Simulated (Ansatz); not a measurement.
# Hf2S: how settings move the results

Aim, for Hf2S: sweep the k-point mesh.

Method: DFT PBEsol, scalar-relativistic, plane waves, PAW, in Ansatz 0.2.0.

4 further runs of the same task are left out: 3 for a known fault of the program, 1 set aside as unsound or not needed. Runs told in other sessions of the task aren't counted.

## (1) The starting structure

Symmetry: P6_3/mmc, No. 194, hexagonal system. The conventional cell has a = 3.374 Å, b = 3.374 Å, c = 11.717 Å, α = 90.00°, β = 90.00°, γ = 120.00°. Hf (site symmetry 3m) has 3 S at 2.62 Å in its first shell of neighbours. S (site symmetry -6m2) has 6 Hf at 2.62 Å in its first shell of neighbours.

Structure file:

```
Hf S
1.0
     3.37427    0.00000    0.00000
    -1.68714    2.92221    0.00000
     0.00000    0.00000   11.71741
Hf S
4 2
Cartesian
  1.6871 0.9741 10.5435
  0.0000 1.9481 4.6848
  1.6871 0.9741 7.0327
  0.0000 1.9481 1.1739
  0.0000 0.0000 8.7881
  0.0000 0.0000 2.9294
```

Source of the structure: the Materials Project (structure only). It is taken as it stands there.

## (2) The base run, which the others are set against

The input, input.yaml:

```yaml
crystal:
  lattice:
    - [3.3742737662, 0.0, 0.0]
    - [-1.6871368831, 2.9222068008, 0.0]
    - [0.0, 0.0, 11.71740703]
  atoms:
    - { symbol: Hf, position: [0.66666667, 0.33333333, 0.89981164] }
    - { symbol: Hf, position: [0.33333333, 0.66666667, 0.39981164] }
    - { symbol: Hf, position: [0.66666667, 0.33333333, 0.60018836] }
    - { symbol: Hf, position: [0.33333333, 0.66666667, 0.10018836] }
    - { symbol: S, position: [0.0, 0.0, 0.75] }
    - { symbol: S, position: [0.0, 0.0, 0.25] }
basis:
  ecutwfc: 420
kpoints:
  mp_grid: { grid: [12, 12, 4] }
hamiltonian:
  xc: pbesol
scf:
  occupations: { method: gaussian, width: 0.1 }
output:
  forces: true
  stress: true
  eigenvalues: true
  populations: true
```

Its results, from an earlier run: -10694.7505 eV/atom at zero smearing, pressure -2.84 GPa, largest force 0.195 eV/Å, no gap on the mesh, in 8 SCF cycles and 7.7 s.

## (3) K-point mesh: 1×1×1

The input, input.yaml:

```yaml
crystal:
  lattice:
    - [3.3742737662, 0.0, 0.0]
    - [-1.6871368831, 2.9222068008, 0.0]
    - [0.0, 0.0, 11.71740703]
  atoms:
    - { symbol: Hf, position: [0.6666666667, 0.3333333333, 0.89981164] }
    - { symbol: Hf, position: [0.3333333333, 0.6666666667, 0.39981164] }
    - { symbol: Hf, position: [0.6666666667, 0.3333333333, 0.60018836] }
    - { symbol: Hf, position: [0.3333333333, 0.6666666667, 0.10018836] }
    - { symbol: S, position: [0.0, 0.0, 0.75] }
    - { symbol: S, position: [0.0, 0.0, 0.25] }
basis:
  ecutwfc: 420
kpoints:
  mp_grid: { grid: [1, 1, 1] }
hamiltonian:
  xc: pbesol
scf:
  occupations: { method: gaussian, width: 0.1 }
output:
  forces: true
  stress: true
  eigenvalues: true
```

Started as:

```bash
$ ansatz run input.yaml --threads 1 --pin off --max-ram 2560MiB --backend cpu --events-out ev --progress --plain --runs-dir out
```

Log (excerpt; [...] marks lines left out):

```text
Warning: RAYON_NUM_THREADS=1 ignored (pool sized by the plan → 1); use --threads N
[...]
Pseudopotentials: kind: paw
Pseudopotential: Hf, paw, valence charge 26, recommended cutoff 420 eV (normal), Hf.paw.azcp
Pseudopotential: S, paw, valence charge 6, recommended cutoff 420 eV (normal), S.paw.azcp
Functional definition: PBEsol
[...]
Crystal: 6 atoms, lattice volume = 115.537 Å³
Basis set: ecut = 420 eV, 2271 PW (Γ), exchange–correlation on 48×48×160 points (8 copies of the dense FFT grid, shifted against one another)
Bands: 70, of which v1, the nominal top of the filled ones, is band 58 counted from 1 (57 counted from 0)
Symmetry: 24 space group operations
Space group: P63/mmc (ITA 194), of the structure as read, at distance tolerance 4.9e-5 Å
k-points: 1
[...]
SCF iter   1: F=—  HF=-64157.307548 eV  |F-HF|=—  |Δ(HF+E_count)|=         —  Δρ=5.12e-2  dr2=2.98e0  ethr=1.77e-3  ⟨swp⟩=5.0  Hψ=221  notcnv=0
[...]
SCF iter   9: F=-64156.510868 eV  HF=-64156.510868 eV  |F-HF|=2.59e-8  |Δ(HF+E_count)|=   6.84e-8  Δρ=3.10e-6  dr2=9.39e-9  ethr=8.62e-11  ⟨swp⟩=9.0  Hψ=276  notcnv=0
[...]
SCF converged after 9 iterations
Free energy (F): -64156.510868 eV
[...]
E sigma→0 (E₀):  -64156.424935 eV
Entropy (-TS):   -0.171865 eV (-28.644 meV/atom)
Fermi energy:    18.924782 eV
[...]
--- Forces (eV/Å), atoms counted from 1 ---
  atom   1  Hf     0.00000000    -0.00000000    -3.52029761
  atom   2  Hf    -0.00000000     0.00000000    -3.52029761
  atom   3  Hf     0.00000000    -0.00000000     3.52029761
  atom   4  Hf    -0.00000000     0.00000000     3.52029761
  atom   5  S      0.00000000     0.00000000     0.00000000
  atom   6  S      0.00000000    -0.00000000     0.00000000
[...]
--- Stress (GPa, compression-positive) ---
       27.121240       0.000000       0.000000
        0.000000      27.121240      -0.000000
        0.000000      -0.000000      26.946916
  P = ⅓ Tr σ = 27.0631 GPa (270.631 kbar)
--- Band table (eV) ---
[...]
```

Run time: 0.48 s. Hardware: 1 thread of AMD EPYC 9R45 (Zen 5), shared host; peak memory 0.38 GiB.

Read-out: -10692.7375 eV/atom at zero smearing, pressure 27.06 GPa, largest force 3.520 eV/Å and no gap on the mesh.

## (4) K-point mesh: 3×3×1

input.yaml: that of step 3 with these lines changed.

```diff
@@ -15,3 +15,3 @@
 kpoints:
-  mp_grid: { grid: [1, 1, 1] }
+  mp_grid: { grid: [3, 3, 1] }
 hamiltonian:
```

Started as:

```bash
$ ansatz run input.yaml --threads 1 --pin off --max-ram 2560MiB --backend cpu --events-out ev --progress --plain --runs-dir out
```

Log (excerpt; [...] marks lines left out):

```text
Warning: RAYON_NUM_THREADS=1 ignored (pool sized by the plan → 1); use --threads N
[...]
Pseudopotentials: kind: paw
Pseudopotential: Hf, paw, valence charge 26, recommended cutoff 420 eV (normal), Hf.paw.azcp
Pseudopotential: S, paw, valence charge 6, recommended cutoff 420 eV (normal), S.paw.azcp
Functional definition: PBEsol
[...]
Crystal: 6 atoms, lattice volume = 115.537 Å³
Basis set: ecut = 420 eV, 2271 PW (Γ), exchange–correlation on 48×48×160 points (8 copies of the dense FFT grid, shifted against one another)
Bands: 70, of which v1, the nominal top of the filled ones, is band 58 counted from 1 (57 counted from 0)
Symmetry: 24 space group operations
Space group: P63/mmc (ITA 194), of the structure as read, at distance tolerance 4.9e-5 Å
k-points: 3 of 9
[...]
SCF iter   1: F=—  HF=-64168.305276 eV  |F-HF|=—  |Δ(HF+E_count)|=         —  Δρ=5.66e-3  dr2=5.35e-2  ethr=1.77e-3  ⟨swp⟩=5.0  Hψ=673  notcnv=0
[...]
SCF iter   7: F=-64168.295186 eV  HF=-64168.295186 eV  |F-HF|=3.64e-9  |Δ(HF+E_count)|=   7.29e-8  Δρ=3.05e-6  dr2=1.11e-8  ethr=8.62e-11  ⟨swp⟩=7.7  Hψ=856  notcnv=0
[...]
SCF converged after 7 iterations
Free energy (F): -64168.295186 eV
[...]
E sigma→0 (E₀):  -64168.274710 eV
Entropy (-TS):   -0.040950 eV (-6.825 meV/atom)
Fermi energy:    18.110271 eV
[...]
--- Forces (eV/Å), atoms counted from 1 ---
  atom   1  Hf     0.00000000    -0.00000000    -0.93432149
  atom   2  Hf    -0.00000000     0.00000000    -0.93432149
  atom   3  Hf     0.00000000    -0.00000000     0.93432149
  atom   4  Hf     0.00000000     0.00000000     0.93432149
  atom   5  S      0.00000000     0.00000000     0.00000000
  atom   6  S     -0.00000000    -0.00000000     0.00000000
[...]
--- Stress (GPa, compression-positive) ---
       -2.934173       0.000000      -0.000000
       -0.000000      -2.934173       0.000000
       -0.000000       0.000000      -1.633009
  P = ⅓ Tr σ = -2.5005 GPa (-25.005 kbar)
--- Band table (eV) ---
[...]
```

Run time: 0.64 s. Hardware: 1 thread of AMD EPYC 9R45 (Zen 5), shared host; peak memory 0.42 GiB.

Read-out: -10694.7125 eV/atom at zero smearing, pressure -2.50 GPa, largest force 0.934 eV/Å and no gap on the mesh.

## (5) K-point mesh set to 6×6×1

input.yaml: that of step 4 with these lines changed.

```diff
@@ -15,3 +15,3 @@
 kpoints:
-  mp_grid: { grid: [3, 3, 1] }
+  mp_grid: { grid: [6, 6, 1] }
 hamiltonian:
```

Started as:

```bash
$ ansatz run input.yaml --threads 1 --pin off --max-ram 2560MiB --backend cpu --events-out ev --progress --plain --runs-dir out
```

Log (excerpt; [...] marks lines left out):

```text
[...]
SCF converged after 8 iterations
Free energy (F): -64168.397167 eV
[...]
E sigma→0 (E₀):  -64168.385706 eV
Entropy (-TS):   -0.022922 eV (-3.820 meV/atom)
Fermi energy:    18.206973 eV
[...]
--- Forces (eV/Å), atoms counted from 1 ---
  atom   1  Hf    -0.00000000     0.00000000    -0.38004318
  atom   2  Hf     0.00000000     0.00000000    -0.38004318
  atom   3  Hf    -0.00000000     0.00000000     0.38004318
  atom   4  Hf     0.00000000     0.00000000     0.38004318
  atom   5  S      0.00000000     0.00000000     0.00000000
  atom   6  S     -0.00000000    -0.00000000     0.00000000
[...]
--- Stress (GPa, compression-positive) ---
       -3.459219       0.000000       0.000000
        0.000000      -3.459219      -0.000000
        0.000000      -0.000000      -0.835102
  P = ⅓ Tr σ = -2.5845 GPa (-25.845 kbar)
--- Band table (eV; the first three rows and the last of 7) ---
[...]
```

It took 1.1 s on 1 thread of AMD EPYC 9R45 (Zen 5), shared host; peak memory 0.45 GiB.

This run gives -10694.7310 eV/atom at zero smearing, pressure -2.58 GPa, largest force 0.380 eV/Å and no gap on the mesh.

## (6) K-point mesh: 6×6×2

input.yaml: that of step 5 with these lines changed.

```diff
@@ -15,3 +15,3 @@
 kpoints:
-  mp_grid: { grid: [6, 6, 1] }
+  mp_grid: { grid: [6, 6, 2] }
 hamiltonian:
```

Started as:

```bash
$ ansatz run input.yaml --threads 1 --pin off --max-ram 2560MiB --backend cpu --events-out ev --progress --plain --runs-dir out
```

Log (excerpt; [...] marks lines left out):

```text
[...]
SCF converged after 8 iterations
Free energy (F): -64168.527793 eV
[...]
E sigma→0 (E₀):  -64168.520749 eV
Entropy (-TS):   -0.014087 eV (-2.348 meV/atom)
Fermi energy:    18.256693 eV
[...]
--- Forces (eV/Å), atoms counted from 1 ---
  atom   1  Hf    -0.00000000    -0.00000000    -0.24160295
  atom   2  Hf     0.00000000     0.00000000    -0.24160295
  atom   3  Hf    -0.00000000    -0.00000000     0.24160295
  atom   4  Hf     0.00000000     0.00000000     0.24160295
  atom   5  S      0.00000000     0.00000000     0.00000000
  atom   6  S     -0.00000000    -0.00000000     0.00000000
[...]
--- Stress (GPa, compression-positive) ---
       -2.856699       0.000000       0.000000
       -0.000000      -2.856699      -0.000000
       -0.000000      -0.000000      -3.010265
  P = ⅓ Tr σ = -2.9079 GPa (-29.079 kbar)
--- Band table (eV; the first three rows and the last of 14) ---
[...]
```

Wall time 1.8 s (1 thread of AMD EPYC 9R45 (Zen 5), shared host); peak memory 0.47 GiB.

Result: -10694.7535 eV/atom at zero smearing, pressure -2.91 GPa, largest force 0.242 eV/Å and no gap on the mesh.

## (7) K-point mesh set to 12×12×2

input.yaml: that of step 6 with these lines changed.

```diff
@@ -15,3 +15,3 @@
 kpoints:
-  mp_grid: { grid: [6, 6, 2] }
+  mp_grid: { grid: [12, 12, 2] }
 hamiltonian:
```

Started as:

```bash
$ ansatz run input.yaml --threads 1 --pin off --max-ram 2560MiB --backend cpu --events-out ev --progress --plain --runs-dir out
```

Log (excerpt; [...] marks lines left out):

```text
Warning: RAYON_NUM_THREADS=1 ignored (pool sized by the plan → 1); use --threads N
[...]
Pseudopotentials: kind: paw
Pseudopotential: Hf, paw, valence charge 26, recommended cutoff 420 eV (normal), Hf.paw.azcp
Pseudopotential: S, paw, valence charge 6, recommended cutoff 420 eV (normal), S.paw.azcp
Functional definition: PBEsol
[...]
Crystal: 6 atoms, lattice volume = 115.537 Å³
Basis set: ecut = 420 eV, 2271 PW (Γ), exchange–correlation on 48×48×160 points (8 copies of the dense FFT grid, shifted against one another)
Bands: 70, of which v1, the nominal top of the filled ones, is band 58 counted from 1 (57 counted from 0)
Symmetry: 24 space group operations
Space group: P63/mmc (ITA 194), of the structure as read, at distance tolerance 4.9e-5 Å
k-points: 38 of 288
[...]
SCF iter   1: F=—  HF=-64168.524449 eV  |F-HF|=—  |Δ(HF+E_count)|=         —  Δρ=5.08e-3  dr2=5.18e-2  ethr=1.77e-3  ⟨swp⟩=5.1  Hψ=8532  notcnv=0  defer=10
[...]
SCF iter   8: F=-64168.516506 eV  HF=-64168.516506 eV  |F-HF|=8.05e-9  |Δ(HF+E_count)|=   7.13e-9  Δρ=2.56e-6  dr2=1.31e-8  ethr=8.62e-11  ⟨swp⟩=8.7  Hψ=11758  notcnv=0
[...]
SCF converged after 8 iterations
Free energy (F): -64168.516506 eV
[...]
E sigma→0 (E₀):  -64168.508704 eV
Entropy (-TS):   -0.015604 eV (-2.601 meV/atom)
Fermi energy:    18.314126 eV
[...]
--- Forces (eV/Å), atoms counted from 1 ---
  atom   1  Hf    -0.00000000    -0.00000000    -0.21260406
  atom   2  Hf     0.00000000     0.00000000    -0.21260406
  atom   3  Hf    -0.00000000    -0.00000000     0.21260406
  atom   4  Hf     0.00000000     0.00000000     0.21260406
  atom   5  S     -0.00000000     0.00000000     0.00000000
  atom   6  S     -0.00000000     0.00000000     0.00000000
[...]
--- Stress (GPa, compression-positive) ---
       -2.973971       0.000000       0.000000
        0.000000      -2.973971      -0.000000
        0.000000      -0.000000      -2.575036
  P = ⅓ Tr σ = -2.8410 GPa (-28.410 kbar)
--- Band table (eV; the first three rows and the last of 38) ---
[...]
```

Wall time 4.1 s (1 thread of AMD EPYC 9R45 (Zen 5), shared host); peak memory 0.58 GiB.

Read-out: -10694.7515 eV/atom at zero smearing, pressure -2.84 GPa, largest force 0.213 eV/Å and no gap on the mesh.

## (8) K-point mesh: 18×18×4

input.yaml: that of step 7 with these lines changed.

```diff
@@ -15,3 +15,3 @@
 kpoints:
-  mp_grid: { grid: [12, 12, 2] }
+  mp_grid: { grid: [18, 18, 4] }
 hamiltonian:
@@ -24 +24,5 @@
   eigenvalues: true
+  write_density: true
+  write_potential: true
+  elf: true
+  volumetric_format: npy
```

Started as:

```bash
$ ansatz run input.yaml --threads 1 --pin off --max-ram 2560MiB --backend cpu --events-out ev --progress --plain --runs-dir out
```

Log (excerpt; [...] marks lines left out):

```text
Warning: RAYON_NUM_THREADS=1 ignored (pool sized by the plan → 1); use --threads N
[...]
Pseudopotentials: kind: paw
Pseudopotential: Hf, paw, valence charge 26, recommended cutoff 420 eV (normal), Hf.paw.azcp
Pseudopotential: S, paw, valence charge 6, recommended cutoff 420 eV (normal), S.paw.azcp
Functional definition: PBEsol
[...]
Crystal: 6 atoms, lattice volume = 115.537 Å³
Basis set: ecut = 420 eV, 2271 PW (Γ), exchange–correlation on 48×48×160 points (8 copies of the dense FFT grid, shifted against one another)
Bands: 70, of which v1, the nominal top of the filled ones, is band 58 counted from 1 (57 counted from 0)
Symmetry: 24 space group operations
Space group: P63/mmc (ITA 194), of the structure as read, at distance tolerance 4.9e-5 Å
k-points: 111 of 1296
[...]
SCF iter   1: F=—  HF=-64168.522517 eV  |F-HF|=—  |Δ(HF+E_count)|=         —  Δρ=5.07e-3  dr2=5.32e-2  ethr=1.77e-3  ⟨swp⟩=5.1  Hψ=25012  notcnv=0  defer=34
[...]
SCF iter   8: F=-64168.514202 eV  HF=-64168.514202 eV  |F-HF|=7.73e-9  |Δ(HF+E_count)|=   7.03e-9  Δρ=2.66e-6  dr2=1.32e-8  ethr=8.62e-11  ⟨swp⟩=12.4  Hψ=55727  notcnv=0
[...]
SCF converged after 8 iterations
Free energy (F): -64168.514202 eV
[...]
E sigma→0 (E₀):  -64168.507377 eV
Entropy (-TS):   -0.013650 eV (-2.275 meV/atom)
Fermi energy:    18.337337 eV
[...]
--- Forces (eV/Å), atoms counted from 1 ---
  atom   1  Hf     0.00000000     0.00000000    -0.19324259
  atom   2  Hf     0.00000000     0.00000000    -0.19324259
  atom   3  Hf    -0.00000000    -0.00000000     0.19324259
  atom   4  Hf     0.00000000     0.00000000     0.19324259
  atom   5  S     -0.00000000    -0.00000000     0.00000000
  atom   6  S      0.00000000    -0.00000000     0.00000000
[...]
--- Stress (GPa, compression-positive) ---
       -3.005727       0.000000       0.000000
        0.000000      -3.005727      -0.000000
        0.000000      -0.000000      -2.497767
  P = ⅓ Tr σ = -2.8364 GPa (-28.364 kbar)
--- Band table (eV; the first three rows and the last of 111) ---
[...]
```

Wall time 16 s (1 thread of AMD EPYC 9R45 (Zen 5), shared host); peak memory 0.86 GiB.

Density in a lattice plane of the grid's cell (edges 3.37 and 11.72 Å, at 0.000 of the third edge), which holds S.

Ten even steps from '0' (0.03 e/Å³) to '9' (1.11 e/Å³):
```
011311
013631
321212
972127
093139
972127
321212
013631
011311
011111
011311
013631
321212
972127
093139
972127
321212
013631
011311
011111
```
Columns run along the first of these edges and rows up along the second, over one cell in 6 and 20 even steps from the bottom left corner. Atoms in the plane (fractional): S at (0.00, 0.75), S at (0.00, 0.25).

ELF in the same plane.

Values, 12 rows by 6 columns:
```
0.27 0.19 0.16 0.28 0.16 0.19
0.78 0.67 0.18 0.08 0.18 0.67
0.02 0.71 0.69 0.17 0.69 0.71
0.78 0.66 0.19 0.08 0.19 0.66
0.28 0.19 0.16 0.28 0.16 0.19
0.62 0.55 0.34 0.23 0.34 0.55
0.28 0.19 0.16 0.28 0.16 0.19
0.78 0.66 0.19 0.08 0.19 0.66
0.02 0.71 0.69 0.17 0.69 0.71
0.78 0.67 0.18 0.08 0.18 0.67
0.27 0.19 0.16 0.28 0.16 0.19
0.63 0.56 0.35 0.24 0.35 0.56
```
Columns run along the first of these edges and rows up along the second, over one cell in 6 and 12 even steps from the bottom left corner. Atoms in the plane (fractional): S at (0.00, 0.75), S at (0.00, 0.25).

Both are smooth fields of the valence electrons: close to the nuclei they are not physical.

Outside the cores ELF peaks at 0.87 beside S, off the lines to its neighbours, 0.9 Å from S; 0.87 in the shell around S, 0.9 Å from S; 0.84 between the atoms, 1.9 Å from Hf.

This run gives -10694.7512 eV/atom at zero smearing, pressure -2.84 GPa, largest force 0.193 eV/Å and no gap on the mesh.

## (9) K-point mesh: 18×18×6

input.yaml: that of step 8 with these lines changed.

```diff
@@ -15,3 +15,3 @@
 kpoints:
-  mp_grid: { grid: [18, 18, 4] }
+  mp_grid: { grid: [18, 18, 6] }
 hamiltonian:
@@ -24,5 +24 @@
   eigenvalues: true
-  write_density: true
-  write_potential: true
-  elf: true
-  volumetric_format: npy
```

Started as:

```bash
$ ansatz run input.yaml --threads 1 --pin off --max-ram 2560MiB --backend cpu --events-out ev --progress --plain --runs-dir out
```

Log (excerpt; [...] marks lines left out):

```text
[...]
SCF converged after 8 iterations
Free energy (F): -64168.514954 eV
[...]
E sigma→0 (E₀):  -64168.508602 eV
Entropy (-TS):   -0.012704 eV (-2.117 meV/atom)
Fermi energy:    18.341340 eV
[...]
--- Forces (eV/Å), atoms counted from 1 ---
  atom   1  Hf    -0.00000000     0.00000000    -0.18814301
  atom   2  Hf     0.00000000     0.00000000    -0.18814301
  atom   3  Hf    -0.00000000     0.00000000     0.18814301
  atom   4  Hf     0.00000000     0.00000000     0.18814301
  atom   5  S     -0.00000000     0.00000000     0.00000000
  atom   6  S      0.00000000     0.00000000     0.00000000
[...]
--- Stress (GPa, compression-positive) ---
       -2.999494      -0.000000       0.000000
       -0.000000      -2.999494      -0.000000
        0.000000      -0.000000      -2.544364
  P = ⅓ Tr σ = -2.8478 GPa (-28.478 kbar)
--- Band table (eV; the first three rows and the last of 148) ---
[...]
```

It took 16 s on 1 thread of AMD EPYC 9R45 (Zen 5), shared host; peak memory 1 GiB.

Read-out: -10694.7514 eV/atom at zero smearing, pressure -2.85 GPa, largest force 0.188 eV/Å and no gap on the mesh.

## (10) Summary: the k-point mesh

Energies are per atom, extrapolated to zero smearing, and count from the run at 18×18×6. Pressure is positive in compression.

| mesh | ΔE (meV/atom) | pressure (GPa) | largest change of a force component (eV/Å) | irreducible points | SCF cycles | CPU time |
| --- | --- | --- | --- | --- | --- | --- |
| 1×1×1 | 2014 | 27.06 | 3.332 | 1 | 9 | 0.48 s |
| 3×3×1 | 39.0 | -2.50 | 0.746 | 3 | 7 | 0.64 s |
| 6×6×1 | 20.5 | -2.58 | 0.192 | 7 | 8 | 1.1 s |
| 6×6×2 | -2.02 | -2.91 | 0.053 | 14 | 8 | 1.8 s |
| 12×12×2 | -0.02 | -2.84 | 0.024 | 38 | 8 | 4.1 s |
| 12×12×4 | 0.90 | -2.84 | 0.007 | 57 | 8 | 7.7 s |
| 18×18×4 | 0.20 | -2.84 | 0.005 | 111 | 8 | 16 s |
| 18×18×6 | 0.00 | -2.85 | 0.000 | 148 | 8 | 16 s |

CPU times come from a shared host, so they are rough.

## (11) What came out

| quantity | value |
| --- | --- |
| k-point mesh: within 10 and 1 meV/atom of 18×18×6 from | 6×6×2 for 10; 12×12×2 for 1 |

**Reading.** For the k-point mesh, the energy stays within 1 meV/atom of the reference from 12×12×2 on, at about 0.25 of the reference's time. The reference is only the best run made, not a proven limit. The error changes sign along the series, since a k mesh isn't variational, and a metal needs dense meshes to resolve its Fermi surface. Forces stay within 0.01 eV/Å of the reference from 12×12×4 on. The runs treat Hf without spin-orbit coupling.
